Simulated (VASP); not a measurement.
A run of VASP 6.6.1 is set up as follows.

The input run.py:

```python
from ase.calculators.vasp import Vasp
from ase.dft.bandgap import bandgap
from ase.io import read

atoms = read('Tl.xyz')
calc = Vasp(
    directory='calc',
    xc='pbe',
    pp='PBE',
    setups='minimal',
    prec='Accurate',
    encut=500,
    ediff=1e-06,
    ismear=0,
    sigma=0.05,
    lreal=False,
    lasph=True,
    nelm=100,
    algo='Normal',
    isif=2,
    lwave=False,
    lcharg=False,
    kpts=[9, 9, 9],
    gamma=True,
)
atoms.calc = calc

print('energy (eV):', atoms.get_potential_energy())
print('free energy (eV):', atoms.get_potential_energy(force_consistent=True))
print('forces (eV/A):')
print(atoms.get_forces())
print('stress (eV/A^3, Voigt):', atoms.get_stress())
print('Fermi level (eV):', calc.get_fermi_level())
gap, top, bottom = bandgap(calc)
print('band gap (eV):', gap, 'from (spin, k, band)', top, 'to', bottom)
```

The input Tl.xyz:

```xyz
1
Lattice="0.0000000000 2.4663412330 2.4663412330 2.4663412330 0.0000000000 2.4663412330 2.4663412330 2.4663412330 0.0000000000" Properties=species:S:1:pos:R:3 pbc="T T T"
Tl     0.0000000000      0.0000000000      0.0000000000
```

Potentials or basis: VASP PAW PBE potentials, release 64 (Tl).

Command:

```sh
$ python run.py
```

Task: Estimate the pressure.

Result: 1.0 GPa.

Task: What does it give for the band gap on the k mesh?

Result: None (metal or under the smearing width).

The run has no spin-orbit coupling, so splittings on Tl are missing.
